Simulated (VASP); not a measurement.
Wanted: the native input for a VASP 6.6.1 run.

```yaml
Task: band structure
Functional: PBE
Potentials_or_basis: VASP PAW PBE potentials, release 54 (Pb)
Cutoff: 500 eV
k_mesh: 9 × 9 × 9
Occupations: fermi-dirac, width 0.05 eV
Spin: no spin polarisation
Further_INCAR_settings: ALGO = Fast; EDIFF = 1e-07; NBANDS = 8
```

The structure of Pb lies in POSCAR:

```
Pb
1.0
    0.0000000000      2.4750200000      2.4750200000
    2.4750200000      0.0000000000      2.4750200000
    2.4750200000      2.4750200000      0.0000000000
Pb
1
Direct
    0.0000000000      0.0000000000      0.0000000000
```

The input as run:

INCAR

```
SYSTEM = Pb
PREC = Accurate
ENCUT = 500
EDIFF = 1E-7
ISMEAR = -1
SIGMA = 0.05
LREAL = .False.
LASPH = .True.
NELM = 80
ALGO = Fast
ISIF = 2
LWAVE = .False.
LCHARG = .False.
GGA = PE
NBANDS = 8
```

KPOINTS

```
regular mesh
0
Gamma
  9 9 9
  0 0 0
```

KPOINTS_OPT

```
path GXWKGLUWLK,UX
15
line-mode
reciprocal
 0.0000000000  0.0000000000  0.0000000000  G
 0.5000000000  0.0000000000  0.5000000000  X

 0.5000000000  0.0000000000  0.5000000000  X
 0.5000000000  0.2500000000  0.7500000000  W

 0.5000000000  0.2500000000  0.7500000000  W
 0.3750000000  0.3750000000  0.7500000000  K

 0.3750000000  0.3750000000  0.7500000000  K
 0.0000000000  0.0000000000  0.0000000000  G

 0.0000000000  0.0000000000  0.0000000000  G
 0.5000000000  0.5000000000  0.5000000000  L

 0.5000000000  0.5000000000  0.5000000000  L
 0.6250000000  0.2500000000  0.6250000000  U

 0.6250000000  0.2500000000  0.6250000000  U
 0.5000000000  0.2500000000  0.7500000000  W

 0.5000000000  0.2500000000  0.7500000000  W
 0.5000000000  0.5000000000  0.5000000000  L

 0.5000000000  0.5000000000  0.5000000000  L
 0.3750000000  0.3750000000  0.7500000000  K

 0.6250000000  0.2500000000  0.6250000000  U
 0.5000000000  0.0000000000  0.5000000000  X
```

Potentials or basis: VASP PAW PBE potentials, release 54 (Pb).

Launch:

```bash
$ cat potpaw_PBE.54/Pb/POTCAR > POTCAR
$ mpirun -np 1 vasp_std > vasp.out
```

Results of the run:

```yaml
Pressure: 2.0 GPa
Band_gap_along_the_path: none (metal or under the smearing width)
```

Caveat: spin-orbit coupling is left out, which moves the levels of the heavy elements.

It took 15 s on 1 thread of AMD EPYC 9R45 96-Core Processor (Zen 5), on a shared host, peak memory 0.13 GiB.
